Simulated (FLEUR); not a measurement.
# Gd (P6_3/mmc) in FLEUR: band structure with PBE

Aim: the band structure of Gd with PBE.

Everything below comes from runs of FLEUR MaX-R8.1 (later development tree). Logs are shortened: lines on timing, memory, paths and dates and some standing lists are left out, and cuts for length are marked.

### 1 The crystal as given

The structure is hexagonal, space group P6_3/mmc (No. 194). Conventional cell: a = 3.636 Å, b = 3.636 Å, c = 5.783 Å, α = 90.00°, β = 90.00°, γ = 120.00°. Around Gd (site symmetry -6m2) lie 12 Gd at 3.57 to 3.64 Å.

### 2 Band structure, PBE, collinear spin, ferromagnetic start

Input file inp.xml:

```xml
<?xml version="1.0" encoding="UTF-8" standalone="no"?>
<fleurInput fleurInputVersion="0.39">
   <comment>
      Gd                                                                                                  
   </comment>
   <calculationSetup>
      <cutoffs Kmax="4.1" Gmax="12.7" GmaxXC="12.7" numbands="0"/>
      <scfLoop itmax="60" minDistance="0.00001" maxIterBroyd="15" imix="Anderson" alpha="0.05" precondParam="0.0" spinf="2.0" sdNocoIR="T"/>
      <coreElectrons ctail="T" frcor="F" kcrel="0" coretail_lmax="0"/>
      <xcFunctional name="pbe" relativisticCorrections="F"/>
      <magnetism jspins="2"/>
      <soc l_soc="F" theta="0.0" phi="0.0" spav="F"/>
      <expertModes spex="0" secvar="F"/>
      <geometryOptimization l_f="F" forcealpha="1.0" forcemix="BFGS" epsdisp="0.00001" epsforce="0.00001"/>
      <ldaU l_linMix="F" mixParam="0.05" spinf="1.0"/>
   </calculationSetup>
   <cell>
      <bzIntegration valenceElectrons="36.0" mode="hist" fermiSmearingEnergy="0.00183747">
         <kPointListSelection listName="default-1"/>
         <!-- k-points included here -->
         <xi:include xmlns:xi="http://www.w3.org/2001/XInclude" href="kpts.xml"> </xi:include>
      </bzIntegration>
      <!-- symmetry operations included here -->
      <xi:include xmlns:xi="http://www.w3.org/2001/XInclude" href="sym.xml"> </xi:include>
      <bulkLattice scale="1.0">
         <bravaisMatrix>
            <row-1>    6.8710441890456000     0.0000000000000000     0.0000000000000000</row-1>
            <row-2>   -3.4355220945228000     5.9504988183141112     0.0000000000000000</row-2>
            <row-3>    0.0000000000000000     0.0000000000000000    10.9275302881119600</row-3>
         </bravaisMatrix>
      </bulkLattice>
   </cell>
   <atomSpecies>
      <species name="Gadolinium7.000" element="Gd" atomicNumber="64">
         <mtSphere radius="2.66" gridPoints="879" logIncrement="0.015"/>
         <atomicCutoffs lmax="11" lnonsphr="8"/>
         <electronConfig flipSpins="F">
            <coreConfig>(1s1/2) (2s1/2) (2p1/2) (2p3/2) (3s1/2) (3p1/2) (3p3/2) (4s1/2) (3d3/2) (3d5/2) (4p1/2) (4p3/2) (4d3/2) (4d5/2)</coreConfig>
            <valenceConfig>(5s1/2) (5p1/2) (5p3/2) (6s1/2) (4f5/2) (4f7/2) (5d3/2) (5d5/2)</valenceConfig>
            <stateOccupation state="(4f5/2)" spinUp="2.5" spinDown="0.5"/>
            <stateOccupation state="(4f7/2)" spinUp="4.0" spinDown="0.0"/>
            <stateOccupation state="(5d3/2)" spinUp="0.4" spinDown="0.0"/>
            <stateOccupation state="(5d5/2)" spinUp="0.6" spinDown="0.0"/>
         </electronConfig>
         <energyParameters s="6" p="5" d="5" f="4"/>
         <lo type="SCLO" l="0" n="5" eDeriv="0"/>
         <lo type="HELO" l="1" n="6" eDeriv="0"/>
         <lo type="HELO" l="1" n="6" eDeriv="1"/>
         <lo type="SCLO" l="2" n="5" eDeriv="2"/>
         <lo type="SCLO" l="3" n="4" eDeriv="2"/>
      </species>
   </atomSpecies>
   <atomGroups>
      <atomGroup species="Gadolinium7.000">
         <relPos label="                   1">-1.000/3.000 1.000/3.000 -1.000/4.000</relPos>
         <relPos label="                   2">1.000/3.000 -1.000/3.000 1.000/4.000</relPos>
         <force calculate="T" relaxXYZ="TTT"/>
      </atomGroup>
   </atomGroups>
   <output dos="F" band="F" slice="F">
      <checks vchk="F" cdinf="F"/>
      <bandDOS minEnergy="-.5*Htr" maxEnergy="0.5*Htr" sigma="0.015" storeEVData="T"/>
      <vacuumDOS vacdos="F" integ="F" star="F" nstars="0" locx1="0.0" locy1="0.0" locx2="0.0" locy2="0.0" nstm="0" tworkf="0.0"/>
      <unfoldingBand unfoldBand="F" supercellX="1" supercellY="1" supercellZ="1"/>
      <plotting iplot="0" polar="F">
         <plot TwoD="T" vec1="  1.0  0.0  0.0" vec2="  0.0  1.0  0.0" vec3="  0.0  0.0  1.0" zero="  0.0  0.0  0.0" file="plot"/>
      </plotting>
      <chargeDensitySlicing numkpt="0" minEigenval="0.0" maxEigenval="0.0" nnne="0" pallst="F"/>
      <specialOutput eonly="F"/>
      <moessbauerParams electricFieldGradient="T" isomerShift="T" coreHyperfine="T" valenceHyperfine="T"/>
      <magneticCircularDichroism mcd="F" energyLo="-10.0" energyUp="0.0"/>
   </output>
  <!-- We include the file relax.xml here to enable relaxations (see documentation) -->
  <xi:include xmlns:xi="http://www.w3.org/2001/XInclude" href="relax.xml"> <xi:fallback/> </xi:include>
</fleurInput>
```

Input file crystal.txt:

```
Gd
&input cartesian=F /
3.6360000000  0.0000000000  0.0000000000
-1.8180000000  3.1488683682  0.0000000000
0.0000000000  0.0000000000  5.7826000000
1.8897261246
1.0 1.0 1.0

2
64 0.6666666667  0.3333333333  0.7500000000 : 7.000
64 0.3333333333  0.6666666667  0.2500000000 : 7.000

&kpt div1=8 div2=8 div3=5 gamma=T /
```

Input file inp.xml (bands):

```
<?xml version="1.0" encoding="UTF-8" standalone="no"?>
<fleurInput fleurInputVersion="0.39">
   <comment>
      Gd                                                                                                  
   </comment>
   <calculationSetup>
      <cutoffs Kmax="4.1" Gmax="12.7" GmaxXC="12.7" numbands="0"/>
      <scfLoop itmax="60" minDistance="0.00001" maxIterBroyd="15" imix="Anderson" alpha="0.05" precondParam="0.0" spinf="2.0" sdNocoIR="T"/>
      <coreElectrons ctail="T" frcor="F" kcrel="0" coretail_lmax="0"/>
      <xcFunctional name="pbe" relativisticCorrections="F"/>
      <magnetism jspins="2"/>
      <soc l_soc="F" theta="0.0" phi="0.0" spav="F"/>
      <expertModes spex="0" secvar="F"/>
      <geometryOptimization l_f="F" forcealpha="1.0" forcemix="BFGS" epsdisp="0.00001" epsforce="0.00001"/>
      <ldaU l_linMix="F" mixParam="0.05" spinf="1.0"/>
   </calculationSetup>
   <cell>
      <bzIntegration valenceElectrons="36.0" mode="hist" fermiSmearingEnergy="0.00183747">
         <kPointListSelection listName="path-1"/>
         <!-- k-points included here -->
         <xi:include xmlns:xi="http://www.w3.org/2001/XInclude" href="kpts.xml"> </xi:include>
      </bzIntegration>
      <!-- symmetry operations included here -->
      <xi:include xmlns:xi="http://www.w3.org/2001/XInclude" href="sym.xml"> </xi:include>
      <bulkLattice scale="1.0">
         <bravaisMatrix>
            <row-1>    6.8710441890456000     0.0000000000000000     0.0000000000000000</row-1>
            <row-2>   -3.4355220945228000     5.9504988183141112     0.0000000000000000</row-2>
            <row-3>    0.0000000000000000     0.0000000000000000    10.9275302881119600</row-3>
         </bravaisMatrix>
      </bulkLattice>
   </cell>
   <atomSpecies>
      <species name="Gadolinium7.000" element="Gd" atomicNumber="64">
         <mtSphere radius="2.66" gridPoints="879" logIncrement="0.015"/>
         <atomicCutoffs lmax="11" lnonsphr="8"/>
         <electronConfig flipSpins="F">
            <coreConfig>(1s1/2) (2s1/2) (2p1/2) (2p3/2) (3s1/2) (3p1/2) (3p3/2) (4s1/2) (3d3/2) (3d5/2) (4p1/2) (4p3/2) (4d3/2) (4d5/2)</coreConfig>
            <valenceConfig>(5s1/2) (5p1/2) (5p3/2) (6s1/2) (4f5/2) (4f7/2) (5d3/2) (5d5/2)</valenceConfig>
            <stateOccupation state="(4f5/2)" spinUp="2.5" spinDown="0.5"/>
            <stateOccupation state="(4f7/2)" spinUp="4.0" spinDown="0.0"/>
            <stateOccupation state="(5d3/2)" spinUp="0.4" spinDown="0.0"/>
            <stateOccupation state="(5d5/2)" spinUp="0.6" spinDown="0.0"/>
         </electronConfig>
         <energyParameters s="6" p="5" d="5" f="4"/>
         <lo type="SCLO" l="0" n="5" eDeriv="0"/>
         <lo type="HELO" l="1" n="6" eDeriv="0"/>
         <lo type="HELO" l="1" n="6" eDeriv="1"/>
         <lo type="SCLO" l="2" n="5" eDeriv="2"/>
         <lo type="SCLO" l="3" n="4" eDeriv="2"/>
      </species>
   </atomSpecies>
   <atomGroups>
      <atomGroup species="Gadolinium7.000">
         <relPos label="                   1">-1.000/3.000 1.000/3.000 -1.000/4.000</relPos>
         <relPos label="                   2">1.000/3.000 -1.000/3.000 1.000/4.000</relPos>
         <force calculate="T" relaxXYZ="TTT"/>
      </atomGroup>
   </atomGroups>
   <output dos="F" band="T" slice="F">
      <checks vchk="F" cdinf="F"/>
      <bandDOS minEnergy="-.5*Htr" maxEnergy="0.5*Htr" sigma="0.015" storeEVData="T"/>
      <vacuumDOS vacdos="F" integ="F" star="F" nstars="0" locx1="0.0" locy1="0.0" locx2="0.0" locy2="0.0" nstm="0" tworkf="0.0"/>
      <unfoldingBand unfoldBand="F" supercellX="1" supercellY="1" supercellZ="1"/>
      <plotting iplot="0" polar="F">
         <plot TwoD="T" vec1="  1.0  0.0  0.0" vec2="  0.0  1.0  0.0" vec3="  0.0  0.0  1.0" zero="  0.0  0.0  0.0" file="plot"/>
      </plotting>
      <chargeDensitySlicing numkpt="0" minEigenval="0.0" maxEigenval="0.0" nnne="0" pallst="F"/>
      <specialOutput eonly="F"/>
      <moessbauerParams electricFieldGradient="T" isomerShift="T" coreHyperfine="T" valenceHyperfine="T"/>
      <magneticCircularDichroism mcd="F" energyLo="-10.0" energyUp="0.0"/>
   </output>
  <!-- We include the file relax.xml here to enable relaxations (see documentation) -->
  <xi:include xmlns:xi="http://www.w3.org/2001/XInclude" href="relax.xml"> <xi:fallback/> </xi:include>
</fleurInput>
```

Potentials or basis: all-electron, FLAPW.

Launch:

```sh
inpgen -f crystal.txt -profile fastHighL
# inp.xml edited to the form shown
fleur_MPI
fleur_MPI   # second run, on inp.xml (bands)
```

What it wrote:

```text
Welcome to FLEUR        (www.flapw.de)
      MaX-Release 8.1          (www.max-centre.eu)

 ========== k-point set info ==========
 Selected k-point list: default-1
 k-point list type: mesh
 8 x 8 x 5
 Number of k points: 30

 ------------Calculation Setup---------------------------
 Number of MPI-tasks      :            1
 Number of PE/node        :            1
 Number of OMP-threads    :            1
 Most efficient MPI parallelization for:
           1           2           3           5           6          10          15          30
 Additional eigenvalue parallelization possible
 Number of basis functions:          610
 Approximate size of matrices (H+S) per k-point:         0.006 GB
 --------------------------------------------------------
 Iteration:     1   Distance:      19.82610110 me/bohr^3
 Iteration:     2   Distance:      21.07327006 me/bohr^3
 Iteration:     3   Distance:      21.11388411 me/bohr^3
 Iteration:     4   Distance:       2.09853773 me/bohr^3
 Iteration:     5   Distance:       0.93525039 me/bohr^3
 Iteration:     6   Distance:       1.40803854 me/bohr^3
 Iteration:     7   Distance:       0.33113246 me/bohr^3
 Iteration:     8   Distance:       0.26803172 me/bohr^3
 Iteration:     9   Distance:       0.09798747 me/bohr^3
 Iteration:    10   Distance:       0.07226264 me/bohr^3
 Iteration:    11   Distance:       0.03124521 me/bohr^3
 Iteration:    12   Distance:       0.00748304 me/bohr^3
 Iteration:    13   Distance:       0.01468346 me/bohr^3
 Iteration:    14   Distance:       0.00182422 me/bohr^3
 Iteration:    15   Distance:       0.00352588 me/bohr^3
 Iteration:    16   Distance:       0.00314509 me/bohr^3
 Iteration:    17   Distance:       0.00196092 me/bohr^3
 Iteration:    18   Distance:       0.00051879 me/bohr^3
 Iteration:    19   Distance:       0.00025608 me/bohr^3
 Iteration:    20   Distance:       0.00021589 me/bohr^3
 Iteration:    21   Distance:       0.00002383 me/bohr^3
 Iteration:    22   Distance:       0.00001209 me/bohr^3
 Iteration:    23   Distance:       0.00000914 me/bohr^3

 ********************************************************************
 Run finished successfully
 Stop message:
   all done
 ********************************************************************
```

It took 2.6 min on 1 thread of Arm Neoverse V1, shared host; peak memory 0.09 GiB.

Results:

- Free energy: -613919.5083 eV
- Band gap along the path: none (metal or under the smearing width)
- Net moment: 15.23 μB per cell
- Site moments: Gd +7.20 μB
- Valence electrons inside the program's atomic spheres: Gd 15.74 (radii Gd 2.66 bohr)

Levels at the corners of the path, in eV from the Fermi level:
Spin up:
```tsv
point	band 24	band 25	band 26	band 27	band 28
Γ	-2.47	1.07	1.33	1.33	1.50
M	-1.74	-1.29	-0.09	1.07	1.10
K	-1.04	-1.04	-0.50	0.71	0.71
Γ	-2.47	1.07	1.33	1.33	1.50
A	-3.55	0.49	0.49	1.24	1.24
L	-2.15	-0.46	-0.46	1.49	1.49
H	-0.90	-0.56	-0.56	0.15	0.15
A	-3.55	0.49	0.49	1.24	1.24
L	-2.15	-0.46	-0.46	1.49	1.49
M	-1.74	-1.29	-0.09	1.07	1.10
K	-1.04	-1.04	-0.50	0.71	0.71
H	-0.90	-0.56	-0.56	0.15	0.15
```
Spin down:
```csv
point,band 6,band 7,band 8,band 9,band 10,band 11,band 12,band 13,band 14,band 15
Γ,-19.87,-19.87,-19.86,-4.15,-1.43,0.33,0.36,0.41,0.47,0.47
M,-20.18,-20.08,-19.97,-1.05,-0.90,-0.58,0.36,0.42,0.49,0.49
K,-20.22,-20.22,-20.21,-0.64,0.17,0.22,0.22,0.41,0.41,0.43
Γ,-19.87,-19.87,-19.86,-4.15,-1.43,0.33,0.36,0.41,0.47,0.47
A,-19.94,-19.94,-19.94,-2.60,-2.60,0.24,0.24,0.44,0.44,0.45
L,-20.08,-20.08,-20.08,-1.33,-1.33,0.22,0.22,0.46,0.46,0.49
H,-20.36,-20.01,-20.01,-0.19,-0.19,-0.13,-0.13,0.43,0.43,0.46
A,-19.94,-19.94,-19.94,-2.60,-2.60,0.24,0.24,0.44,0.44,0.45
L,-20.08,-20.08,-20.08,-1.33,-1.33,0.22,0.22,0.46,0.46,0.49
M,-20.18,-20.08,-19.97,-1.05,-0.90,-0.58,0.36,0.42,0.49,0.49
K,-20.22,-20.22,-20.21,-0.64,0.17,0.22,0.22,0.41,0.41,0.43
H,-20.36,-20.01,-20.01,-0.19,-0.19,-0.13,-0.13,0.43,0.43,0.46
```

Core levels (eV from the Fermi level):
| atom | levels |
| --- | --- |
| 1 Gd | 1s1/2 -50045.5, 2s1/2 -8253.2, 2p1/2 -7835.8, 2p3/2 -7139.9, 3s1/2 -1825.4, 3p1/2 -1644.5, 3p3/2 -1501.9, 4s1/2 -364.9, 3d3/2 -1189.8, 3d5/2 -1158.8, 4p1/2 -294.5, 4p3/2 -262.8, 4d3/2 -147.0, 4d5/2 -141.2 |
| 2 Gd | 1s1/2 -50045.5, 2s1/2 -8253.2, 2p1/2 -7835.8, 2p3/2 -7139.9, 3s1/2 -1825.4, 3p1/2 -1644.5, 3p3/2 -1501.9, 4s1/2 -364.9, 3d3/2 -1189.8, 3d5/2 -1158.8, 4p1/2 -294.5, 4p3/2 -262.8, 4d3/2 -147.0, 4d5/2 -141.2 |

Caveat: spin-orbit coupling is left out, which moves the levels of the heavy elements.
